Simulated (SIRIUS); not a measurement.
TaN:

```xyz
2
Lattice="0.0000 2.2113 2.2113 2.2113 0.0000 2.2113 2.2113 2.2113 0.0000" Properties=species:S:1:pos:R:3 pbc="T T T"
Ta    2.2113    2.2113    2.2113
N     0.0000    0.0000    0.0000
```

The cell comes from a database or a generator and needn't be the stable form of this composition.

Base run:

```yaml
Program: SIRIUS 7.12.0
Functional: PBE
Potentials_or_basis: PseudoDojo 0.4.1 PBE standard (scalar relativistic)
Cutoff: 1152 eV
Density_cutoff: 4606 eV
k_mesh: 10 × 10 × 10
Occupations: fermi-dirac, width 0.05 eV
Spin: no spin polarisation
```

Its results: band gap on the k mesh none (metal or under the smearing width); pressure -1.6 GPa.

Problem. After a change of settings the same cell gave: band gap on the k mesh none (metal or under the smearing width); pressure -64.5 GPa. Which change was it?
A. functional from PBE to revPBE; libxc names from ["XC_GGA_X_PBE", "XC_GGA_C_PBE"] to ["XC_GGA_X_PBE_R", "XC_GGA_C_PBE"]
B. functional from PBE to LDA; libxc names from ["XC_GGA_X_PBE", "XC_GGA_C_PBE"] to ["XC_LDA_X", "XC_LDA_C_PW"]
C. functional from PBE to RPBE; libxc names from ["XC_GGA_X_PBE", "XC_GGA_C_PBE"] to ["XC_GGA_X_RPBE", "XC_GGA_C_PBE"]
D. functional from PBE to HLE16; libxc names from ["XC_GGA_X_PBE", "XC_GGA_C_PBE"] to ["XC_GGA_XC_HLE16"]

Solution. D.

Caveats: the cell as given lies far from equilibrium (some runs); the potentials were made for a functional far from this one (some runs); the potentials were made for another functional, which shifts forces and pressure (some runs).
